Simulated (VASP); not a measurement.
# KBr (R-3m) in VASP: a series of runs

The runs below take KBr through single point, with PBE.

Everything below comes from runs of VASP 6.6.1. Logs are shortened: lines on timing, memory, paths and dates and some standing lists are left out, and cuts for length are marked.

## (1) The crystal as given

The structure is trigonal, space group R-3m (No. 166). Conventional cell: a = 6.037 Å, b = 6.037 Å, c = 6.284 Å, α = 90.00°, β = 90.00°, γ = 120.00°. K (site symmetry -3m) has 2 Br at 3.14 Å as nearest neighbours. Around Br (site symmetry -3m) lie 2 K at 3.14 Å.

Measurements of this composition are mostly on another form, of space group No. 225.

## (2) Single point, PBE

The input, INCAR:

```
ALGO = Normal ; EDIFF = 1E-7
ENCUT = 520 ; GGA = PE
ISIF = 2 ; ISMEAR = 0
LASPH = True ; LCHARG = True
LELF = True ; LREAL = False
LVHAR = True ; LWAVE = False
NBANDS = 15 ; NELM = 80
PREC = Accurate ; SIGMA = 0.05
```

The input, KPOINTS:

```
k-points
0
Gamma
  6 6 6
```

The input, POSCAR:

```
KBr
1.0
    4.0551597733     -0.2134294618     -0.2134294618
   -0.2134294618      4.0551597733     -0.2134294618
   -0.2134294618     -0.2134294618      4.0551597733
K Br
1 1
Direct
    0.0000000000      0.0000000000      0.0000000000
    0.5000000000      0.5000000000      0.5000000000
```

Potentials or basis: VASP PAW PBE potentials, release 64 (K_sv, Br).

Started as:

```console
> cat potpaw_PBE.64/K_sv/POTCAR potpaw_PBE.64/Br/POTCAR > POTCAR
> mpirun -np 1 vasp_std > vasp.out
```

OUTCAR:

```text
EDIFF = 1E-7
   ENCUT = 520
   GGA = PE
   ISIF = 2
   ISMEAR = 0
   LASPH = True
   LREAL = False
   NELM = 80
   PREC = Accurate

 ion  position               nearest neighbor table
   1  0.000  0.000  0.000-   2 3.14   2 3.14
   2  0.500  0.500  0.500-   1 3.14   1 3.14

  LATTYP: Found a trigonal (rhomboedric) cell.
 ALAT       =     4.0663773875
 COS(alpha) =    -0.1019283747

  Lattice vectors:

 A1 = (   4.0551597733,  -0.2134294618,  -0.2134294618)
 A2 = (  -0.2134294618,   4.0551597733,  -0.2134294618)
 A3 = (  -0.2134294618,  -0.2134294618,   4.0551597733)

Analysis of symmetry for initial positions (statically):
=====================================================================
 Subroutine PRICEL returns:
 Original cell was already a primitive cell.

 Routine SETGRP: Setting up the symmetry group for a
 trigonal (rhombohedral) supercell.

 Subroutine GETGRP returns: Found 12 space group operations
 (whereof 12 operations were pure point group operations)
 out of a pool of 12 trial point group operations.

The static configuration has the point symmetry D_3d.

Analysis of symmetry for dynamics (positions and initial velocities):
=====================================================================
 Subroutine PRICEL returns:
 Original cell was already a primitive cell.

 Routine SETGRP: Setting up the symmetry group for a
 trigonal (rhombohedral) supercell.

 Subroutine GETGRP returns: Found 12 space group operations
 (whereof 12 operations were pure point group operations)
 out of a pool of 12 trial point group operations.

The dynamic configuration has the point symmetry D_3d.

 Subroutine INISYM returns: Found 12 space group operations
 (whereof 12 operations are pure point group operations),
 and found     1 'primitive' translations

----------------------------------------------------------------------------------------

                                     Primitive cell

  volume of cell :      66.1107

  direct lattice vectors                    reciprocal lattice vectors
     4.055159773 -0.213429462 -0.213429462     0.248049993  0.013780555  0.013780555
    -0.213429462  4.055159773 -0.213429462     0.013780555  0.248049993  0.013780555
    -0.213429462 -0.213429462  4.055159773     0.013780555  0.013780555  0.248049993

  length of vectors
     4.066377387  4.066377387  4.066377387     0.248814401  0.248814401  0.248814401

  position of ions in fractional coordinates (direct lattice)
     0.000000000  0.000000000  0.000000000
     0.500000000  0.500000000  0.500000000

  ion indices of the primitive-cell ions
   primitive index   ion index
                 1           1
                 2           2

----------------------------------------------------------------------------------------

 KPOINTS: k-points

Automatic generation of k-mesh.
 Grid dimensions read from file:
 generate k-points for:    6    6    6

 Generating k-lattice:

  Cartesian coordinates                     Fractional coordinates (reciprocal lattice)
     0.041341665  0.002296759  0.002296759     0.166666667 -0.000000000  0.000000000
     0.002296759  0.041341665  0.002296759    -0.000000000  0.166666667  0.000000000
     0.002296759  0.002296759  0.041341665     0.000000000  0.000000000  0.166666667

  Length of vectors
     0.041469067  0.041469067  0.041469067

  Shift w.r.t. Gamma in fractional coordinates (k-lattice)
     0.000000000  0.000000000  0.000000000

 Subroutine IBZKPT returns following result:
 ===========================================

 Found     32 irreducible k-points:

 Following reciprocal coordinates:
            Coordinates               Weight
  0.000000  0.000000  0.000000      1.000000
  0.166667  0.000000  0.000000      6.000000
  0.333333  0.000000  0.000000      6.000000
  0.500000  0.000000  0.000000      3.000000
  0.166667  0.166667  0.000000      6.000000
  0.333333  0.166667  0.000000     12.000000
[... 16 lines left out ...]
  0.500000  0.500000  0.166667      6.000000
 -0.333333  0.500000  0.166667     12.000000
 [... further k-points ...]
   k-points           NKPTS =     32   k-points in BZ     NKDIM =     32   number of bands    NBANDS=     15
   number of dos      NEDOS =    301   number of ions     NIONS =      2
   total plane-waves  NPLWV =  27000
   dimension x,y,z NGX =    30 NGY =   30 NGZ =   30
   dimension x,y,z NGXF=    60 NGYF=   60 NGZF=   60
   ions per type =               1   1
   NGX,Y,Z   is equivalent  to a cutoff of  12.26, 12.26, 12.26 a.u.
   NGXF,Y,Z  is equivalent  to a cutoff of  24.53, 24.53, 24.53 a.u.
 SYSTEM =  unknown system
   PREC   = accura    normal or accurate (medium, high low for compatibility)
   ISTART =      0    job   : 0-new  1-cont  2-samecut
   ICHARG =      2    charge: 1-file 2-atom 10-const
   ISPIN  =      1    spin polarized calculation?
   LNONCOLLINEAR =      F non collinear calculations
   LSORBIT =      F    spin-orbit coupling
   LASPH  =      T    aspherical Exc in radial PAW
   ENCUT  =  520.0 eV  38.22 Ry    6.18 a.u.   7.56  7.56  7.56*2*pi/ulx,y,z
   NELM   =     80;   NELMIN=  2; NELMDL= -5     # of ELM steps
   EDIFF  = 0.1E-06   stopping-criterion for ELM
   LREAL  =      F    real-space projection
   EDIFFG = 0.1E-05   stopping-criterion for IOM
   NSW    =      0    number of steps for IOM
   IBRION =     -1    ionic relax: 0-MD 1-quasi-New 2-CG
   NFREE  =      0    steps in history (QN), initial steepest desc. (CG)
   ISIF   =      2    stress and relaxation
   ISYM   =      2    0-nonsym 1-usesym 2-fastsym
   POTIM  = 0.5000    time-step for ionic-motion
   TEBEG  =    0.0;   TEEND  =   0.0 temperature during run
   PSTRESS=    0.0 pullay stress
   NELECT =      16.0000    total number of electrons
   NUPDOWN=      -1.0000    fix difference up-down
   EMIN   =  10.00;   EMAX   =-10.00  energy-range for DOS
   EFERMI =   0.00;   METHOD = LEGACY
   ISMEAR =     0;   SIGMA  =   0.05  broadening in eV -4-tet -1-fermi 0-gaus
   EFERMI_NEDOS =   21; number of points for ismear=-14 and -15
   IALGO  =     38    algorithm
   IMIX   =      4    mixing-type and parameters
     AMIX     =   0.40;   BMIX     =  1.00
     AMIX_MAG =   1.60;   BMIX_MAG =  1.00
  volume/ion in A,a.u.               =      33.06       223.07
  Fermi-wavevector in a.u.,A,eV,Ry     =   1.020213  1.927923 14.161412  1.040834
  Thomas-Fermi vector in A             =   2.153770
   LORBIT       =      0    0 simple, 1 ext, 2 COOP (PROOUT), +10 PAW based schemes
   GGA     = PE    functional components
   LHFCALC =     F    Hartree Fock is set to
   AEXX    =    0.0000 exact exchange contribution
   IVDW    =     0    specifies the selected vdW correction
   LEPSILON=     F    determine dielectric tensor
   LRPA    =     F    only Hartree local field effects (RPA)
 non-spin polarized calculation
 Gauss-broadening in eV      SIGMA  =   0.05
  energy-cutoff  :      520.00
  volume of cell :       66.11
 maximum number of plane-waves:      1799
   NGX = 15   NGY = 15   NGZ = 15

 number of electron      15.9999995 magnetization

 Free energy of the ion-electron system (eV)
  ---------------------------------------------------
  ext. energy  EPLUGINS =         0.00000000
  ---------------------------------------------------
  free energy    TOTEN  =        -6.02315844 eV

  energy without entropy =       -6.02315844  energy(sigma->0) =       -6.02315844

 E-fermi :  -0.4924     XC(G=0):  -7.8004

 val. band max:       -0.8256942505   @ k =   0.5000   0.5000   0.0000
 cond. band min:       3.0860971410   @ k =   0.0000   0.0000   0.0000
 fundamental gap:      3.9117913915
 Fermi energy:        -0.4923509462

 k-point     1 :       0.0000    0.0000    0.0000
  band No.  band energies     occupation
      1     -29.3662      2.00000
      2     -13.5689      2.00000
      3     -12.8122      2.00000
      4     -12.8027      2.00000
      5     -12.8027      2.00000
      6      -1.1458      2.00000
      7      -0.9923      2.00000
      8      -0.9923      2.00000
      9       3.0861      0.00000
     10       5.1624      0.00000
     11       5.1624      0.00000
     12       8.5028      0.00000
     13       8.8363      0.00000
     14       8.8363      0.00000
     15      11.9732      0.00000

 k-point     2 :       0.1667    0.0000    0.0000
  band No.  band energies     occupation
      1     -29.3638      2.00000
      2     -13.6395      2.00000
      3     -12.8107      2.00000
      4     -12.7994      2.00000
      5     -12.7166      2.00000
      6      -1.5875      2.00000
      7      -1.1192      2.00000
      8      -0.9742      2.00000
      9       3.6939      0.00000
     10       5.3897      0.00000
     11       5.6851      0.00000
     12       8.6255      0.00000
     13       8.7077      0.00000
     14       8.9427      0.00000
     15      10.7670      0.00000

 k-point     3 :       0.3333    0.0000    0.0000
  band No.  band energies     occupation
      1     -29.3589      2.00000
      2     -13.7540      2.00000
      3     -12.8230      2.00000
      4     -12.7927      2.00000
      5     -12.5520      2.00000
      6      -2.3814      2.00000
      7      -1.2006      2.00000
      8      -0.9376      2.00000
      9       4.8455      0.00000
     10       6.0170      0.00000
     11       6.6028      0.00000
     12       8.3133      0.00000
     13       9.0662      0.00000
     14       9.2321      0.00000
     15       9.3743      0.00000
[... 343 lines left out ...]
 k-point    23 :       0.5000    0.5000    0.1667
  band No.  band energies     occupation
      1     -29.3455      2.00000
      2     -13.3679      2.00000
      3     -12.9493      2.00000
      4     -12.8895      2.00000
      5     -12.7785      2.00000
      6      -2.2360      2.00000
      7      -2.0518      2.00000
      8      -1.2397      2.00000
      9       4.8846      0.00000
     10       6.3969      0.00000
     11       6.9781      0.00000
     12       7.5448      0.00000
     13       8.8554      0.00000
     14       9.7382      0.00000
     15      10.1722      0.00000

 k-point    24 :      -0.3333    0.5000    0.1667
  band No.  band energies     occupation
      1     -29.3478      2.00000
      2     -13.5569      2.00000
      3     -12.9162      2.00000
      4     -12.8439      2.00000
      5     -12.6314      2.00000
      6      -2.3128      2.00000
      7      -1.9390      2.00000
      8      -1.2913      2.00000
      9       5.2548      0.00000
     10       6.3942      0.00000
     11       6.9591      0.00000
     12       7.8027      0.00000
     13       8.4593      0.00000
     14       9.3669      0.00000
     15      10.1949      0.00000

 [... further k-points ...]

------------------------ aborting loop because EDIFF is reached ----------------------------------------

  FORCE on cell =-STRESS in cart. coord.  units (eV):
  Direction    XX          YY          ZZ          XY          YZ          ZX
  --------------------------------------------------------------------------------------
  -------------------------------------------------------------------------------------
  Total        0.3345247      0.3345247      0.3345247      0.4602853      0.4602853      0.4602853
  in kB        8.1071232      8.1071232      8.1071232     11.1548985     11.1548985     11.1548985
  external PRESSURE =       8.1071232 kB  Pullay stress =       0.0000000 kB

 VOLUME and BASIS-vectors are now :
 -----------------------------------------------------------------------------
  energy-cutoff  :      520.00
  volume of cell :       66.11
      direct lattice vectors                 reciprocal lattice vectors
     4.055159773 -0.213429462 -0.213429462     0.248049993  0.013780555  0.013780555
    -0.213429462  4.055159773 -0.213429462     0.013780555  0.248049993  0.013780555
    -0.213429462 -0.213429462  4.055159773     0.013780555  0.013780555  0.248049993

 POSITION                                       TOTAL-FORCE (eV/Angst)
 -----------------------------------------------------------------------------------
      0.00000      0.00000      0.00000        -0.000000      0.000000     -0.000000
      1.81415      1.81415      1.81415         0.000000     -0.000000      0.000000
 -----------------------------------------------------------------------------------
    total drift:                               -0.000000      0.000000      0.000000

  FREE ENERGIE OF THE ION-ELECTRON SYSTEM (eV)
  ---------------------------------------------------
  free  energy   TOTEN  =        -6.0231584449 eV

  energy  without entropy=       -6.0231584449  energy(sigma->0) =       -6.02315844
```

Run time: 23 s. Hardware: 1 thread of Intel Xeon Platinum 8488C (Sapphire Rapids), shared host; peak memory 0.18 GiB.

Results:

| Property | Result |
| --- | --- |
| Free energy | -6.0232 eV |
| Pressure | 0.8 GPa |
| Band gap on the k mesh | 3.91 eV, indirect (least direct gap 4.08 eV) |

(Continued in part 2 of 2.)
